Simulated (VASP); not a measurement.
# BaF2 (Frankdicksonite) (Fm-3m) in VASP: settings compared, part 3 of 3

VASP 6.6.1. The steps go on from the part before.

### 6 Phonons, PBE

This run uses another cell than the first one, of 20.65 Å³/atom, 1.099 times its volume.

POSCAR

```
BaF2
1.0
    0.0000000000      3.1406202251      3.1406202251
    3.1406202251      0.0000000000      3.1406202251
    3.1406202251      3.1406202251      0.0000000000
  Ba              F
     1     2
Direct
     0.0000000000000000    0.0000000000000000    0.0000000000000000
     0.2500000000000000    0.2500000000000000    0.2500000000000000
     0.7500000000000000    0.7500000000000000    0.7500000000000000
```

INCAR.step1

```
  PREC = Accurate
  ENCUT = 600
  EDIFF = 1E-8
  ISMEAR = 0
  SIGMA = 0.03
  LREAL = False
  LASPH = True
  NELM = 80
  ALGO = Fast
  ISIF = 3
  LWAVE = False
  LCHARG = False
  GGA = PE
  KPAR = 2
  IBRION = 2
  NSW = 40
  EDIFFG = -0.002
```

INCAR.step2

```
  PREC = Accurate
  ENCUT = 600
  EDIFF = 1E-8
  ISMEAR = 0
  SIGMA = 0.03
  LREAL = False
  LASPH = True
  NELM = 80
  ALGO = Fast
  ISIF = 2
  LWAVE = False
  LCHARG = False
  GGA = PE
  KPAR = 2
  IBRION = 6
  NFREE = 2
  POTIM = 0.015
  NSW = 1
```

KPOINTS

```
Automatic mesh
0
Gamma
  8 8 8
```

Potentials or basis: VASP PAW PBE potentials, release 64 (Ba_sv, F).

On the command line:

```bash
> cat potpaw_PBE.64/Ba_sv/POTCAR potpaw_PBE.64/F/POTCAR > POTCAR
> cp INCAR.step1 INCAR
> mpirun -np 2 vasp_std > vasp.out
> cp CONTCAR POSCAR
> cp INCAR.step2 INCAR
> mpirun -np 2 vasp_std > vasp.out
```

OUTCAR:

```text
PREC = Accurate
   ENCUT = 600
   EDIFF = 1E-8
   ISMEAR = 0
   LREAL = False
   LASPH = True
   NELM = 80
   ISIF = 2
   GGA = PE
   IBRION = 6
   NFREE = 2
   POTIM = 0.015
   NSW = 1

 ion  position               nearest neighbor table
   1  0.000  0.000  0.000-   3 2.72   3 2.72   3 2.72   2 2.72   3 2.72   2 2.72   2 2.72   2 2.72

   2  0.250  0.250  0.250-   1 2.72   1 2.72   1 2.72   1 2.72
   3  0.750  0.750  0.750-   1 2.72   1 2.72   1 2.72   1 2.72

  LATTYP: Found a face centered cubic cell.
 ALAT       =     6.2795509122

  Lattice vectors:

 A1 = (   0.0000000000,   3.1397754561,   3.1397754561)
 A2 = (   3.1397754561,   0.0000000000,   3.1397754561)
 A3 = (   3.1397754561,   3.1397754561,   0.0000000000)

Analysis of symmetry for initial positions (statically):
=====================================================================
 Subroutine PRICEL returns:
 Original cell was already a primitive cell.

 Routine SETGRP: Setting up the symmetry group for a
 face centered cubic supercell.

 Subroutine GETGRP returns: Found 48 space group operations
 (whereof 48 operations were pure point group operations)
 out of a pool of 48 trial point group operations.

The static configuration has the point symmetry O_h .

Analysis of symmetry for dynamics (positions and initial velocities):
=====================================================================
 Subroutine PRICEL returns:
 Original cell was already a primitive cell.

 Routine SETGRP: Setting up the symmetry group for a
 face centered cubic supercell.

 Subroutine GETGRP returns: Found 48 space group operations
 (whereof 48 operations were pure point group operations)
 out of a pool of 48 trial point group operations.

The dynamic configuration has the point symmetry O_h .

 Subroutine INISYM returns: Found 48 space group operations
 (whereof 48 operations are pure point group operations),
 and found     1 'primitive' translations

----------------------------------------------------------------------------------------

                                     Primitive cell

  volume of cell :      61.9050

  direct lattice vectors                    reciprocal lattice vectors
     0.000000000  3.139775456  3.139775456    -0.159247057  0.159247057  0.159247057
     3.139775456  0.000000000  3.139775456     0.159247057 -0.159247057  0.159247057
     3.139775456  3.139775456  0.000000000     0.159247057  0.159247057 -0.159247057

  length of vectors
     4.440313033  4.440313033  4.440313033     0.275823993  0.275823993  0.275823993

  position of ions in fractional coordinates (direct lattice)
     0.000000000  0.000000000  0.000000000
     0.250000000  0.250000000  0.250000000
[... 104 lines left out ...]
   GGA     = PE    functional components
   LHFCALC =     F    Hartree Fock is set to
   AEXX    =    0.0000 exact exchange contribution
   IVDW    =     0    specifies the selected vdW correction
   LEPSILON=     F    determine dielectric tensor
   LRPA    =     F    only Hartree local field effects (RPA)
 finite differences with symmetry
 non-spin polarized calculation
 RMM-DIIS sequential band-by-band and
 Gauss-broadening in eV      SIGMA  =   0.03
  energy-cutoff  :      600.00
  volume of cell :       61.91
 maximum number of plane-waves:      2120
   NGX = 17   NGY = 17   NGZ = 17

--------------------------------------- Ionic step        1  -------------------------------------------

 number of electron      24.0000018 magnetization

 Free energy of the ion-electron system (eV)
  ---------------------------------------------------
  ext. energy  EPLUGINS =         0.00000000
  ---------------------------------------------------
  free energy    TOTEN  =       -17.13283798 eV

  energy without entropy =      -17.13283798  energy(sigma->0) =      -17.13283798

------------------------ aborting loop because EDIFF is reached ----------------------------------------

  FORCE on cell =-STRESS in cart. coord.  units (eV):
  Direction    XX          YY          ZZ          XY          YZ          ZX
  --------------------------------------------------------------------------------------
  -------------------------------------------------------------------------------------
  Total        0.0009698      0.0009698      0.0009698      0.0000000      0.0000000     -0.0000000
  in kB        0.0250992      0.0250992      0.0250992      0.0000000      0.0000000     -0.0000000
  external PRESSURE =       0.0250992 kB  Pullay stress =       0.0000000 kB
[... 135 lines left out ...]
--------------------------------------- Ionic step        5  -------------------------------------------

 number of electron      24.0000012 magnetization

 Free energy of the ion-electron system (eV)
  ---------------------------------------------------
  ext. energy  EPLUGINS =         0.00000000
  ---------------------------------------------------
  free energy    TOTEN  =       -17.13252185 eV

  energy without entropy =      -17.13252185  energy(sigma->0) =      -17.13252185

 E-fermi :  -2.0965     XC(G=0):  -8.5270

 val. band max:       -2.2235328823   @ k =   0.0000  -0.2500   0.2500
 cond. band min:       4.3749273842   @ k =   0.0000   0.0000   0.0000
 fundamental gap:      6.5984602665
 Fermi energy:        -2.0964970557

 k-point     1 :       0.0000    0.0000    0.0000
  band No.  band energies     occupation
      1     -25.4285      2.00000
      2     -21.0981      2.00000
      3     -21.0940      2.00000
      4     -10.3158      2.00000
      5     -10.3148      2.00000
      6     -10.3141      2.00000
[... 433 lines left out ...]
      3     -21.2368      2.00000
      4     -10.5564      2.00000
      5     -10.4363      2.00000
      6     -10.4311      2.00000
[... 8 lines left out ...]
     15       7.0995      0.00000
     16       7.8022      0.00000

 [... further k-points ...]
[... 5 lines left out ...]
  --------------------------------------------------------------------------------------
  -------------------------------------------------------------------------------------
  Total        0.0051607      0.0051741      0.0051741      0.0000000      0.0358685      0.0000000
  in kB        0.1335649      0.1339126      0.1339126      0.0000000      0.9283220      0.0000000
  external PRESSURE =       0.1337967 kB  Pullay stress =       0.0000000 kB
[... 18 lines left out ...]
  FREE ENERGIE OF THE ION-ELECTRON SYSTEM (eV)
  ---------------------------------------------------
  free  energy   TOTEN  =       -17.1325218529 eV

  energy  without entropy=      -17.1325218529  energy(sigma->0) =      -17.13252185

 INTERNAL STRAIN TENSORS FROM DISPLACED ATOMS
 ============================================

 INTERNAL STRAIN TENSOR FOR ION    1 for displacements in x,y,z  (eV/Angst):
          X           Y           Z          XY          YZ          ZX
  --------------------------------------------------------------------------------
  x     0.00000     0.00000     0.00000     0.00000     0.00000     0.00000
  y     0.00000     0.00000     0.00000     0.00000     0.00000     0.00000
  z     0.00000     0.00000     0.00000     0.00000     0.00000     0.00000

 INTERNAL STRAIN TENSOR FOR ION    3 for displacements in x,y,z  (eV/Angst):
          X           Y           Z          XY          YZ          ZX
  --------------------------------------------------------------------------------
  x    -0.00000    -0.00000    -0.00000     0.00000     2.39209     0.00000
  y    -0.00000    -0.00000    -0.00000     0.00000     0.00000     2.39209
  z    -0.00000    -0.00000    -0.00000     2.39209     0.00000     0.00000

 Eigenvectors and eigenvalues of the dynamical matrix
 ----------------------------------------------------

   1 f  =    7.115461 THz    44.707759 2PiTHz  237.346227 cm-1    29.427168 meV
             X         Y         Z           dx          dy          dz
      0.000000  0.000000  0.000000    -0.000000    0.000000    0.000000
      1.569888  1.569888  1.569888    -0.684042   -0.179126    0.000000
      4.709663  4.709663  4.709663     0.684042    0.179126    0.000000
[... 43 lines left out ...]
   9 f/i=    0.014776 THz     0.092843 2PiTHz    0.492888 cm-1     0.061110 meV
             X         Y         Z           dx          dy          dz
      0.000000  0.000000  0.000000     0.472593    0.749779   -0.011669
      1.569888  1.569888  1.569888     0.174551    0.276928   -0.004310
      4.709663  4.709663  4.709663     0.174551    0.276928   -0.004310

 ELASTIC MODULI CONTR FROM IONIC RELAXATION (kBar)
 Direction    XX          YY          ZZ          XY          YZ          ZX
 --------------------------------------------------------------------------------
 XX          -0.0000     -0.0000     -0.0000      0.0000      0.0000      0.0000
 YY          -0.0000     -0.0000     -0.0000      0.0000      0.0000      0.0000
 ZZ          -0.0000     -0.0000     -0.0000      0.0000      0.0000      0.0000
 XY           0.0000      0.0000      0.0000    -75.2585     -0.0000      0.0000
 YZ           0.0000      0.0000      0.0000     -0.0000    -75.2585     -0.0000
 ZX           0.0000      0.0000      0.0000      0.0000     -0.0000    -75.2585
 --------------------------------------------------------------------------------
```

Wall time 2.5 min (2 MPI ranks of Intel Xeon Platinum 8488C (Sapphire Rapids), shared host); peak memory 0.33 GiB.

Results:

```
Relaxed volume                                          : 20.64 Å³/atom
Relaxed cell                                            : a = 4.440 Å, b = 4.440 Å, c = 4.440 Å, α = 60.00°, β = 60.00°, γ = 60.00°
Space group after relaxing (to 0.05 Å)                  : Fm-3m (No. 225)
Highest phonon frequency at Γ, LO-TO splitting left out : 237 cm⁻¹
```

Final structure:
```yaml
crystal:
  lattice:
    - [0.00000, 3.13978, 3.13978]
    - [3.13978, 0.00000, 3.13978]
    - [3.13978, 3.13978, 0.00000]
  atoms:
    - { symbol: Ba, position: [0.00000, 0.00000, 0.00000] }
    - { symbol: F, position: [0.25000, 0.25000, 0.25000] }
    - { symbol: F, position: [0.75000, 0.75000, 0.75000] }
```

Phonon frequencies in cm⁻¹ (negative: imaginary):
```tsv
q point	frequencies
(0.000, 0.000, 0.000)	0 0 0 171 171 171 237 237 237
```

Spin-orbit coupling is left out, which matters for the levels of Ba.
